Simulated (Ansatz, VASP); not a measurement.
# One calculation of Zr, two programs

```
CELL_PARAMETERS angstrom
0.00000 2.76734 5.23626
1.58745 0.00000 5.23626
1.58745 2.76734 0.00000
ATOMIC_POSITIONS crystal
Zr 0.75000 0.75000 0.75000
Zr 0.50000 0.50000 0.50000
```

Alike in both runs: functional PBE; k mesh 20 × 20 × 20; occupations gaussian, width 0.1 eV; no spin polarisation.

Ansatz relaxed the structure, and its values are those at the end. VASP's run is a single point on that final structure, the one shown.

|  | VASP | Ansatz |
| --- | --- | --- |
| version | VASP 6.6.1 | Ansatz 0.2.0 |
| potentials or method | VASP PAW PBE potentials, release 64 (Zr_sv) | scalar-relativistic, plane waves, PAW |
| plane-wave cutoff (eV) | 520 | 420 |
| valence electrons in the cell | 24 | 24 |

|  | VASP | Ansatz | Ansatz less VASP |
| --- | --- | --- | --- |
| gap on the k mesh at the Fermi level (eV) | none | none | - |
| pressure (GPa) | 0.0 | 0.0 | -0.03 |

A gap of «none» marks a metal or a gap that the smearing closes. The functional is the same, so the differences come from potentials, cutoffs and numerics.
